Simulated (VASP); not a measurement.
# Sc: convergence, self-consistent run

Sc, P6_3/mmc (no. 194), 2 atoms in the cell. LDA; PAW potentials Sc_sv (LDA set). VASP 6.6.1.

Wanted: energy within 0.2 meV/atom; Fermi level within 0.005 eV.

What the run is for: comparing ways to start; Accuracy asked: tight.

POSCAR:
```
Sc
1.0
    3.3090000000      0.0000000000      0.0000000000
   -1.6545000000      2.8656780611      0.0000000000
    0.0000000000      0.0000000000      5.2733000000
Sc
2
Direct
    0.6666666667      0.3333333333      0.7500000000
    0.3333333333      0.6666666667      0.2500000000
```

## How the run starts (with a second run first, the time holds both)

| How the run starts (with a second run first, the time holds both) | Energy less reference (meV/atom) | Fermi level (eV) | Time (s) |
|---|---|---|---|
| from scratch: 12 SCF iterations | 0.00 | 3.3944 | 21 |
| density of a coarse mesh (ICHARG 1): 13 + 8 SCF iterations | 0.00 | 3.3944 | 22 |
| orbitals of a lower cutoff (ISTART 1): 12 + 5 SCF iterations | 0.00 | 3.3944 | 20 |
| orbitals of a loose run: 10 + 2 SCF iterations | 0.00 | 3.3945 | 15 |

Chosen: orbitals of a loose run: 10 + 2 SCF iterations, the fastest of those that stay within half of the tolerance.

## All choices together

| Input | Energy less reference (meV/atom) | Fermi level (eV) | Time (s) |
|---|---|---|---|
| chosen settings | 0.00 | 3.3945 | 15 |
| reference settings throughout | 0.00 | 3.3944 | 21 |

The tolerance is met.

## The input

INCAR.step1:
```
GGA = CA
ISMEAR = 1
SIGMA = 0.1
LWAVE = T
LCHARG = T
ISIF = 2
PREC = Normal
LASPH = T
LREAL = F
ALGO = Normal
EDIFF = 0.001
NELM = 120
GGA_COMPAT = F
ENCUT = 400
```

INCAR.step2:
```
GGA = CA
ISMEAR = 1
SIGMA = 0.1
LWAVE = F
LCHARG = F
ISIF = 2
PREC = Accurate
LASPH = T
LREAL = F
ALGO = Normal
EDIFF = 1E-6
NELM = 120
GGA_COMPAT = F
ENCUT = 400
ISTART = 1
```

KPOINTS:
```
k-points
0
Gamma
  11 11 6
```

Commands (each step's output is kept before the next begins):
```
cat potpaw_LDA.64/Sc_sv/POTCAR > POTCAR
cp INCAR.step1 INCAR
mpirun -np 1 vasp_std > vasp.out
cp INCAR.step2 INCAR
mpirun -np 1 vasp_std > vasp.out
```

The chosen input took VASP 6.6.1 15 s on 1 core (Intel Xeon Platinum 8488C (Sapphire Rapids)), a shared host.

## An input that fails: restart asked without its files

VASP's message: ERROR: charge density could not be read from file CHGCAR for ICHARG>10.

Changes against the starting input:
```
- NELM = 120
+ NELM = 60
+ ICHARG = 11
```
